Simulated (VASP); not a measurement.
The system is MgS (Niningerite).

```
S Mg
1.0
     0.00000    2.60165    2.60165
     2.60165    0.00000    2.60165
     2.60165    2.60165    0.00000
S Mg
1 1
Direct
  0.50000 0.50000 0.50000
  0.00000 0.00000 0.00000
```

| Item | Value |
| --- | --- |
| Program | VASP 6.6.1 |
| Task | single point |
| Functional | PBE |
| Potentials or basis | VASP PAW PBE potentials, release 64 (S, Mg) |
| Cutoff | 520 eV |
| k mesh | 9 × 9 × 9 |
| Occupations | fermi-dirac, width 0.05 eV |
| Spin | no spin polarisation |

On this cell: pressure 0.9 GPa; largest force zero by symmetry; band gap on the k mesh 2.91 eV, indirect (least direct gap 3.71 eV).

The same run follows on a disturbed copy (atoms moved at random, drawn with an rms of 0.05 Å):

```
CELL_PARAMETERS angstrom
0.00000 2.60165 2.60165
2.60165 0.00000 2.60165
2.60165 2.60165 0.00000
ATOMIC_POSITIONS crystal
S 0.49923 0.50365 0.50962
Mg 0.01475 0.99180 0.98833
```

**Question.** What does the disturbed cell give?

**Answer.** The energy moves by +5.5 meV/atom; pressure 1.1 GPa; largest force 0.256 eV/Å; band gap on the k mesh 2.91 eV, indirect (least direct gap 3.71 eV).

Forces on the atoms (eV/Å):
```
S   -0.252 -0.041  0.026
Mg   0.252  0.041 -0.026
```

Stress tensor (GPa, compression positive):
```
 1.72 -0.02  0.01
-0.02  0.82  0.00
 0.01  0.00  0.81
```

Caveats: an odd mesh through Γ misses points on the zone boundary, where band edges often lie.
